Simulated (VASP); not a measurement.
# LuH2 (Fm-3m) in VASP: a series of runs

The runs below take LuH2 through relaxation of cell and atoms, with r2SCAN.

Everything below comes from runs of VASP 6.6.1. Logs are shortened: lines on timing, memory, paths and dates and some standing lists are left out, and cuts for length are marked.

**1. The crystal as given**

The structure is cubic, space group Fm-3m (No. 225). The conventional cell has a = 5.033 Å, b = 5.033 Å, c = 5.033 Å, α = 90.00°, β = 90.00°, γ = 90.00°. Lu (site symmetry m-3m) is surrounded by 8 H at 2.18 Å. H (site symmetry -43m) has 4 Lu at 2.18 Å as nearest neighbours.

**2. Relaxation of cell and atoms, r2SCAN**

INCAR

```
PREC     = Accurate       # precision mode
ENCUT    = 600            # plane-wave cutoff, eV
EDIFF    = 1E-6           # SCF threshold, eV
ISMEAR   = 1              # smearing method
SIGMA    = 0.1            # smearing width, eV
LREAL    = F              # projectors in reciprocal space
LASPH    = T              # aspherical terms in the spheres
NELM     = 80             # most SCF steps
ALGO     = Normal         # electronic algorithm
ISIF     = 3              # what is computed and relaxed
LWAVE    = F              # write WAVECAR
LCHARG   = F              # write CHGCAR
METAGGA  = R2SCAN         # meta-GGA
LMIXTAU  = T            
IBRION   = 2              # ionic algorithm
NSW      = 90             # ionic steps
EDIFFG   = -0.01          # ionic threshold
```

KPOINTS

```
regular mesh
0
Gamma
  14 14 14
```

POSCAR

```
LuH2
1.0
    0.0000000000      2.5165000000      2.5165000000
    2.5165000000      0.0000000000      2.5165000000
    2.5165000000      2.5165000000      0.0000000000
Lu H
1 2
Direct
    0.0000000000      0.0000000000      0.0000000000
    0.2500000000      0.2500000000      0.2500000000
    0.7500000000      0.7500000000      0.7500000000
```

Potentials or basis: VASP PAW PBE potentials, release 64 (Lu, H).

Run with:

```console
cat potpaw_PBE.64/Lu/POTCAR potpaw_PBE.64/H/POTCAR > POTCAR
mpirun -np 1 vasp_std > vasp.out
```

OUTCAR:

```text
PREC = Accurate
   ENCUT = 600
   EDIFF = 1E-6
   ISMEAR = 1
   LREAL = F
   LASPH = T
   NELM = 80
   ISIF = 3
   METAGGA = R2SCAN
   IBRION = 2
   NSW = 90
   EDIFFG = -0.01

 ion  position               nearest neighbor table
   1  0.000  0.000  0.000-   3 2.18   3 2.18   3 2.18   2 2.18   2 2.18   2 2.18   3 2.18   2 2.18

   2  0.250  0.250  0.250-   1 2.18   1 2.18   1 2.18   1 2.18
   3  0.750  0.750  0.750-   1 2.18   1 2.18   1 2.18   1 2.18

  LATTYP: Found a face centered cubic cell.
 ALAT       =     5.0330000000

  Lattice vectors:

 A1 = (   0.0000000000,   2.5165000000,   2.5165000000)
 A2 = (   2.5165000000,   0.0000000000,   2.5165000000)
 A3 = (   2.5165000000,   2.5165000000,   0.0000000000)

Analysis of symmetry for initial positions (statically):
=====================================================================
 Subroutine PRICEL returns:
 Original cell was already a primitive cell.

 Routine SETGRP: Setting up the symmetry group for a
 face centered cubic supercell.

 Subroutine GETGRP returns: Found 48 space group operations
 (whereof 48 operations were pure point group operations)
 out of a pool of 48 trial point group operations.

The static configuration has the point symmetry O_h .

Analysis of symmetry for dynamics (positions and initial velocities):
=====================================================================
 Subroutine PRICEL returns:
 Original cell was already a primitive cell.

 Routine SETGRP: Setting up the symmetry group for a
 face centered cubic supercell.

 Subroutine GETGRP returns: Found 48 space group operations
 (whereof 48 operations were pure point group operations)
 out of a pool of 48 trial point group operations.

The dynamic configuration has the point symmetry O_h .

 Subroutine INISYM returns: Found 48 space group operations
 (whereof 48 operations are pure point group operations),
 and found     1 'primitive' translations

----------------------------------------------------------------------------------------

                                     Primitive cell

  volume of cell :      31.8728

  direct lattice vectors                    reciprocal lattice vectors
     0.000000000  2.516500000  2.516500000    -0.198688655  0.198688655  0.198688655
     2.516500000  0.000000000  2.516500000     0.198688655 -0.198688655  0.198688655
     2.516500000  2.516500000  0.000000000     0.198688655  0.198688655 -0.198688655

  length of vectors
     3.558868430  3.558868430  3.558868430     0.344138845  0.344138845  0.344138845

  position of ions in fractional coordinates (direct lattice)
     0.000000000  0.000000000  0.000000000
     0.250000000  0.250000000  0.250000000
     0.750000000  0.750000000  0.750000000

  ion indices of the primitive-cell ions
   primitive index   ion index
                 1           1
                 2           2
                 3           3

----------------------------------------------------------------------------------------

 KPOINTS: regular mesh

Automatic generation of k-mesh.
 Grid dimensions read from file:
 generate k-points for:   14   14   14

 Generating k-lattice:

  Cartesian coordinates                     Fractional coordinates (reciprocal lattice)
    -0.014192047  0.014192047  0.014192047     0.071428571  0.000000000  0.000000000
     0.014192047 -0.014192047  0.014192047     0.000000000  0.071428571  0.000000000
     0.014192047  0.014192047 -0.014192047     0.000000000  0.000000000  0.071428571

  Length of vectors
     0.024581346  0.024581346  0.024581346

  Shift w.r.t. Gamma in fractional coordinates (k-lattice)
     0.000000000  0.000000000  0.000000000

 Subroutine IBZKPT returns following result:
 ===========================================

 Found    104 irreducible k-points:

 Following reciprocal coordinates:
            Coordinates               Weight
  0.000000  0.000000  0.000000      1.000000
  0.071429  0.000000  0.000000      8.000000
  0.142857  0.000000  0.000000      8.000000
  0.214286  0.000000  0.000000      8.000000
  0.285714  0.000000  0.000000      8.000000
  0.357143  0.000000  0.000000      8.000000
[... 16 lines left out ...]
  0.214286  0.142857  0.000000     24.000000
  0.285714  0.142857  0.000000     24.000000
 [... further k-points ...]
   k-points           NKPTS =    104   k-points in BZ     NKDIM =    104   number of bands    NBANDS=     17
   number of dos      NEDOS =    301   number of ions     NIONS =      3
   total plane-waves  NPLWV =  21952
   dimension x,y,z NGX =    28 NGY =   28 NGZ =   28
   dimension x,y,z NGXF=    56 NGYF=   56 NGZF=   56
   ions per type =               1   2
   NGX,Y,Z   is equivalent  to a cutoff of  13.08, 13.08, 13.08 a.u.
   NGXF,Y,Z  is equivalent  to a cutoff of  26.16, 26.16, 26.16 a.u.
 SYSTEM =  unknown system
   PREC   = accura    normal or accurate (medium, high low for compatibility)
   ISTART =      0    job   : 0-new  1-cont  2-samecut
   ICHARG =      2    charge: 1-file 2-atom 10-const
   ISPIN  =      1    spin polarized calculation?
   LNONCOLLINEAR =      F non collinear calculations
   LSORBIT =      F    spin-orbit coupling
   LASPH  =      T    aspherical Exc in radial PAW
   ENCUT  =  600.0 eV  44.10 Ry    6.64 a.u.   7.11  7.11  7.11*2*pi/ulx,y,z
   NELM   =     80;   NELMIN=  2; NELMDL= -5     # of ELM steps
   EDIFF  = 0.1E-05   stopping-criterion for ELM
   LREAL  =      F    real-space projection
   EDIFFG = -.1E-01   stopping-criterion for IOM
   NSW    =     90    number of steps for IOM
   IBRION =      2    ionic relax: 0-MD 1-quasi-New 2-CG
   NFREE  =      1    steps in history (QN), initial steepest desc. (CG)
   ISIF   =      3    stress and relaxation
   ISYM   =      2    0-nonsym 1-usesym 2-fastsym
   POTIM  = 0.5000    time-step for ionic-motion
   TEBEG  =    0.0;   TEEND  =   0.0 temperature during run
   PSTRESS=    0.0 pullay stress
   NELECT =      27.0000    total number of electrons
   NUPDOWN=      -1.0000    fix difference up-down
   EMIN   =  10.00;   EMAX   =-10.00  energy-range for DOS
   EFERMI =   0.00;   METHOD = LEGACY
   ISMEAR =     1;   SIGMA  =   0.10  broadening in eV -4-tet -1-fermi 0-gaus
   EFERMI_NEDOS =   21; number of points for ismear=-14 and -15
   IALGO  =     38    algorithm
   IMIX   =      4    mixing-type and parameters
     AMIX     =   0.40;   BMIX     =  1.00
     AMIX_MAG =   1.60;   BMIX_MAG =  1.00
  volume/ion in A,a.u.               =      10.62        71.70
  Fermi-wavevector in a.u.,A,eV,Ry     =   1.549016  2.927215 32.646494  2.399450
  Thomas-Fermi vector in A             =   2.653883
   LORBIT       =      0    0 simple, 1 ext, 2 COOP (PROOUT), +10 PAW based schemes
   METAGGA = R2SCAN    functional components
   LHFCALC =     F    Hartree Fock is set to
   AEXX    =    0.0000 exact exchange contribution
   IVDW    =     0    specifies the selected vdW correction
   LEPSILON=     F    determine dielectric tensor
   LRPA    =     F    only Hartree local field effects (RPA)
 conjugate gradient relaxation of ions
 non-spin polarized calculation
 Methfessel and Paxton  Order N= 1 SIGMA  =   0.10
  energy-cutoff  :      600.00
  volume of cell :       31.87
 maximum number of plane-waves:      1090
   NGX = 15   NGY = 15   NGZ = 15

--------------------------------------- Ionic step        1  -------------------------------------------

 number of electron      27.0000002 magnetization

 Free energy of the ion-electron system (eV)
  ---------------------------------------------------
  ext. energy  EPLUGINS =         0.00000000
  ---------------------------------------------------
  free energy    TOTEN  =       -47.25369630 eV

  energy without entropy =      -47.25382388  energy(sigma->0) =      -47.25373883

------------------------ aborting loop because EDIFF is reached ----------------------------------------

  FORCE on cell =-STRESS in cart. coord.  units (eV):
  Direction    XX          YY          ZZ          XY          YZ          ZX
  --------------------------------------------------------------------------------------
  -------------------------------------------------------------------------------------
  Total       -0.0807679     -0.0807679     -0.0807679     -0.0000000     -0.0000000      0.0000000
  in kB       -4.0600238     -4.0600238     -4.0600238     -0.0000000     -0.0000000      0.0000000
  external PRESSURE =      -4.0600238 kB  Pullay stress =       0.0000000 kB
[... 59 lines left out ...]
  energy  without entropy=      -47.2546974875  energy(sigma->0) =      -47.25461130

--------------------------------------- Ionic step        3  -------------------------------------------

 number of electron      27.0000000 magnetization

 Free energy of the ion-electron system (eV)
  ---------------------------------------------------
  ext. energy  EPLUGINS =         0.00000000
  ---------------------------------------------------
  free energy    TOTEN  =       -47.25546799 eV

  energy without entropy =      -47.25560187  energy(sigma->0) =      -47.25551262

 E-fermi :   2.8220     XC(G=0): -11.9422

 val. band max:        2.7650051262   @ k =  -0.3571   0.2143   0.0000
 cond. band min:       2.8521455432   @ k =   0.4286   0.2143   0.0000
 fundamental gap:      0.0871404170
 Fermi energy:         2.8219628108

 k-point     1 :       0.0000    0.0000    0.0000
  band No.  band energies     occupation
      1     -55.1636      2.00000
      2     -25.0130      2.00000
      3     -25.0130      2.00000
      4     -25.0130      2.00000
      5      -7.0737      2.00000
      6      -2.7718      2.00000
[... 9 lines left out ...]
     16       4.3949     -0.00000
     17       7.3786      0.00000
[... 443 lines left out ...]
      1     -55.1491      2.00000
      2     -25.2507      2.00000
      3     -25.0706      2.00000
      4     -25.0687      2.00000
      5      -5.4453      2.00000
      6      -2.7993      2.00000
[... 9 lines left out ...]
     16       6.0338      0.00000
     17       7.9863      0.00000

 [... further k-points ...]

------------------------ aborting loop because EDIFF is reached ----------------------------------------

  FORCE on cell =-STRESS in cart. coord.  units (eV):
  Direction    XX          YY          ZZ          XY          YZ          ZX
  --------------------------------------------------------------------------------------
  -------------------------------------------------------------------------------------
  Total       -0.0104617     -0.0104617     -0.0104617      0.0000000      0.0000000     -0.0000000
  in kB       -0.5341678     -0.5341678     -0.5341678      0.0000000      0.0000000     -0.0000000
  external PRESSURE =      -0.5341678 kB  Pullay stress =       0.0000000 kB
[... 18 lines left out ...]
  FREE ENERGIE OF THE ION-ELECTRON SYSTEM (eV)
  ---------------------------------------------------
  free  energy   TOTEN  =       -47.2554679916 eV

  energy  without entropy=      -47.2556018704  energy(sigma->0) =      -47.25551262

 reached required accuracy - stopping structural energy minimisation
```

Wall time 11 min (1 thread of Intel Xeon Platinum 8488C (Sapphire Rapids), shared host); peak memory 0.25 GiB.

What came out:

| Property | Result |
| --- | --- |
| Free energy | -47.2555 eV |
| Relaxed volume | 10.46 Å³/atom |
| Relaxed cell | a = 3.540 Å, b = 3.540 Å, c = 3.540 Å, α = 60.00°, β = 60.00°, γ = 60.00° |
| Space group after relaxing (to 0.05 Å) | Fm-3m (No. 225) |
| Energy gained by relaxing | 0.6 meV/atom |
| Ionic steps | 3 |
| Pressure after relaxing | -0.1 GPa |
| Band gap on the k mesh | none (metal or under the smearing width) |

The path:
```
step  energy change (eV)  largest force (eV/Å)  pressure (GPa)  volume (Å³)
   1              0.0000                0.0000           -0.41        31.87
   2             -0.0009                0.0000           -1.17        31.75
   3             -0.0018                0.0000           -0.05        31.38
```

Final structure:
```cif
data_structure
_symmetry_space_group_name_H-M 'P 1'
_symmetry_Int_Tables_number 1
_cell_length_a 3.5404
_cell_length_b 3.5404
_cell_length_c 3.5404
_cell_angle_alpha 60.000
_cell_angle_beta 60.000
_cell_angle_gamma 60.000
_cell_volume 31.38
loop_
_atom_site_label
_atom_site_type_symbol
_atom_site_fract_x
_atom_site_fract_y
_atom_site_fract_z
_atom_site_occupancy
Lu1 Lu 0.00000 0.00000 0.00000 1
H1 H 0.25000 0.25000 0.25000 1
H2 H 0.75000 0.75000 0.75000 1
```

Caveat: the PAW data sets were made with another functional, which shifts forces and pressure a little. The run has no spin-orbit coupling, so splittings on Lu are missing.

**3. Relaxation of cell and atoms, r2SCAN**

This run uses another cell than the first one, of 10.46 Å³/atom, 0.984 times its volume.

Changes to INCAR since step 2:

```diff
@@ -2,3 +2,3 @@
 ENCUT    = 600            # plane-wave cutoff, eV
-EDIFF    = 1E-6           # SCF threshold, eV
+EDIFF    = 1E-7           # SCF threshold, eV
 ISMEAR   = 1              # smearing method
@@ -16,2 +16,2 @@
 NSW      = 90             # ionic steps
-EDIFFG   = -0.01          # ionic threshold
+EDIFFG   = -0.005         # ionic threshold
```

KPOINTS is that of step 2.

POSCAR

```
LuH2                                    
1.0
   -0.0000000000      2.5034260848      2.5034260848
    2.5034260848     -0.0000000000      2.5034260848
    2.5034260848      2.5034260848      0.0000000000
  Lu              H             
     1     2
Direct
     0.0000000000000000    0.0000000000000000    0.0000000000000000
     0.2500000000000000    0.2500000000000000    0.2500000000000000
     0.7500000000000000    0.7500000000000000    0.7500000000000000
```

Potentials or basis: VASP PAW PBE potentials, release 64 (Lu, H).

Run with:

```console
cat potpaw_PBE.64/Lu/POTCAR potpaw_PBE.64/H/POTCAR > POTCAR
mpirun -np 1 vasp_std > vasp.out
```

Run time: 6.2 min. Hardware: 1 thread of Intel Xeon Platinum 8488C (Sapphire Rapids), shared host; peak memory 0.24 GiB.

Results (log left out):

```
Free energy             : -47.2553 eV
Pressure after relaxing : -0.1 GPa
Band gap on the k mesh  : none (metal or under the smearing width)
```

Final structure:
```xyz
3
Lattice="0.0000 2.5034 2.5034 2.5034 0.0000 2.5034 2.5034 2.5034 0.0000" Properties=species:S:1:pos:R:3 pbc="T T T"
Lu    0.0000    0.0000    0.0000
H     1.2517    1.2517    1.2517
H     3.7551    3.7551    3.7551
```

Levels at points of the mesh, in eV from the Fermi level:
```
           k point  band 9  band 10  band 11  band 12  band 13  band 14  band 15  band 16  band 17
(0.00, 0.00, 0.00)   -5.24    -5.16    -5.16    -5.16    -0.95     1.57     1.57     1.57     4.56
(0.50, 0.00, 0.00)   -5.22    -5.18    -5.18    -5.16    -4.34     1.65     1.65     4.92     6.07
(0.50, 0.50, 0.00)   -5.22    -5.20    -5.19    -5.19    -4.40    -2.41     6.28     6.35     6.35
```

Caveat: the relaxation stopped at its first step, so nothing moved; the PAW data sets were made with another functional, which shifts forces and pressure a little. Spin-orbit coupling is left out, which matters for the levels of Lu.
